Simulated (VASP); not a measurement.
Input of a VASP 6.6.1 run:

INCAR

```
SYSTEM = MgO
PREC = Accurate
ENCUT = 520
EDIFF = 1E-7
ISMEAR = 0
SIGMA = 0.02
LREAL = .FALSE.
LASPH = .TRUE.
NELM = 100
ALGO = Normal
ISIF = 3
LWAVE = .FALSE.
LCHARG = .FALSE.
GGA = PE
IBRION = 2
NSW = 80
EDIFFG = -0.002
```

The input KPOINTS:

```
regular mesh
0
G
  4 4 4
  0 0 0
```

The input POSCAR:

```
MgO                                     
1.0
    0.0000000000      2.1235256226      2.1235256226
    2.1235256226      0.0000000000      2.1235256226
    2.1235256226      2.1235256226     -0.0000000000
  Mg              O             
     1     1
Direct
     0.0000000000000000    0.0000000000000000    0.0000000000000000
     0.5000000000000000    0.5000000000000000    0.5000000000000000
```

Potentials or basis: VASP PAW PBE potentials, release 64 (Mg, O).

Run with:

```bash
$ cat potpaw_PBE.64/Mg/POTCAR potpaw_PBE.64/O/POTCAR > POTCAR
$ mpirun -np 1 vasp_std > vasp.out
```

**Question.** What does it give for the band gap on the k mesh?

**Answer.** 4.48 eV, direct.

Final structure:
```yaml
crystal:
  lattice:
    - [0.00000, 2.12353, 2.12353]
    - [2.12353, 0.00000, 2.12353]
    - [2.12353, 2.12353, 0.00000]
  atoms:
    - { symbol: Mg, position: [0.00000, 0.00000, 0.00000] }
    - { symbol: O, position: [0.50000, 0.50000, 0.50000] }
```

Caveat: the k mesh is coarse (spacing up to 0.64 Å⁻¹), so the values aren't converged; the relaxation stopped at its first step, so nothing moved. PBE gaps usually lie below the measured ones, often by a third to a half.
